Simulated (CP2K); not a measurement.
AlN:

```
Al N
1.0
     3.11300    0.00000    0.00000
    -1.55650    2.69594    0.00000
     0.00000    0.00000    4.98100
Al N
2 2
Direct
  0.66667 0.33333 0.50000
  0.33333 0.66667 0.00000
  0.66667 0.33333 0.88000
  0.33333 0.66667 0.38000
```

Base run:

* Program: CP2K 2026.2
* Functional: PBEsol
* Potentials or basis: POTENTIAL_UZH Al GTH-PBE-q3, N GTH-PBE-q5; TZVP-MOLOPT-PBE-GTH basis
* Density cutoff: 9184 eV
* k mesh: 10 × 10 × 6
* Occupations: fermi-dirac, width 0.05 eV
* Spin: no spin polarisation

Its results: band gap on the k mesh 4.12 eV, direct; pressure 2.4 GPa; largest force 0.147 eV/Å.

After a change of settings the same cell gave: band gap on the k mesh 5.37 eV, direct; pressure -0.2 GPa; largest force 0.115 eV/Å. Which change was it?
A. functional from PBEsol to LDA
B. functional from PBEsol to TASK
C. functional from PBEsol to revPBE
D. functional from PBEsol to PBE

B.

TASK gives the wider gap, since meta-GGAs in the generalised Kohn-Sham scheme recover part of the derivative discontinuity.

Caveats: the potentials were made for another functional, which shifts forces and pressure; the basis of atomic orbitals isn't converged, which shifts pressures, moduli and gaps.
